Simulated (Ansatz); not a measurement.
CdS:

```
Cd S
1.0
     0.00000    2.75324    2.75324
     2.75324    0.00000    2.75324
     2.75324    2.75324    0.00000
Cd S
1 1
Direct
  0.00000 0.00000 0.00000
  0.50000 0.50000 0.50000
```

Measurements of this composition are mostly on another form, of space group No. 186.

* Program: Ansatz 0.2.0
* Task: relaxation of cell and atoms
* Functional: RPBE
* Dispersion: D3(BJ)
* Potentials or basis: Ansatz PAW
* Cutoff: 420 eV (not typed: the program's choice for these potentials)
* k mesh: 8 × 8 × 8
* Occupations: fermi-dirac, width 0.05 eV
* Spin: no spin polarisation

At the start: volume 20.87 Å³/atom.

Q: How do energy, volume and symmetry change on relaxing?

A: It ends after 6 steps and the volume is 17.48 Å³/atom (-16.3 %); space group Fm-3m (No. 225, to 0.05 Å).

Step by step:
```csv
step,energy change (eV),largest force (eV/Å),volume (Å³)
1,0.0000,0.0000,41.74
2,-0.3301,0.0000,35.93
3,-0.3384,0.0000,34.57
4,-0.3397,0.0000,34.97
5,-0.3397,0.0000,34.95
6,-0.3376,0.0000,34.95
```

Final structure:
```xyz
2
Lattice="0.0000 2.5951 2.5951 2.5951 0.0000 2.5951 2.5951 2.5951 0.0000" Properties=species:S:1:pos:R:3 pbc="T T T"
Cd    0.0000    0.0000    0.0000
S     2.5951    2.5951    2.5951
```

Caveat: the volume moved by over 15 % at a fixed basis, so the end points are rough; the plane-wave basis is chosen anew once the cell has moved, so the energies of steps on either side of that aren't comparable; the PAW data sets come from PBE, with cores solved anew for the run's functional, which leaves a small shift of forces and pressure.
